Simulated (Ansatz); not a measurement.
**Stress against strain in In**

```xyz
1
Lattice="-1.6261 1.6261 2.4739 1.6261 -1.6261 2.4739 1.6261 1.6261 -2.4739" Properties=species:S:1:pos:R:3 pbc="T T T"
In    0.0000    0.0000    0.0000
```

The cell is COD entry 9017523, as deposited and not checked against the literature; nothing was relaxed.

Spin–orbit coupling is left out, though it moves levels of the heavy atoms by tenths of an eV or more.

Method: DFT, PBE, all-electron LAPW, scalar-relativistic in Ansatz 0.2.0.

Sampling and basis: a Γ-centred 12×12×14 k mesh, Fermi–Dirac smearing of 0.05 eV, basis error target 1 meV/atom, no spin polarisation; this mesh doesn't keep the crystal's whole symmetry, which leaves small spurious terms.

The strain is applied along the Cartesian axes of the cell as listed (the other components stay zero). Fractional coordinates are held (clamped ions).

σ is the change of stress from the unstrained cell, which is at 2.05 GPa; tension is positive, so slopes are stress–strain coefficients at that pressure. In a metal the k mesh adds noise.

Only quantities that a quadratic follows smoothly over the whole series are listed; rougher ones are left out.

| εxx = εyy | σzz (GPa) | σxx (GPa) |
| --- | --- | --- |
| -0.0300 | -2.90 | -3.34 |
| -0.0200 | -1.79 | -2.14 |
| -0.0100 | -0.84 | -1.01 |
| 0.0000 | 0.00 | 0.00 |
| 0.0200 | 1.68 | 1.63 |
| 0.0300 | 2.55 | 2.28 |

Question: Fit the series and read off the stiffness at zero strain.

Answer: Least-squares fits y = p0 + p1 x + p2 x² to the rows give σzz (GPa): p1 = 89.4, p2 = -230; σxx (GPa): p1 = 93.9, p2 = -580. So C13 + C23 = 89 GPa and C11 + C12 = 94 GPa, for these axes.

Question: One run, at εxx = εyy = 0.0100, is withheld. Predict its row.

Answer: The fits give 0.91, 0.87; the run gave 0.83, 0.87.
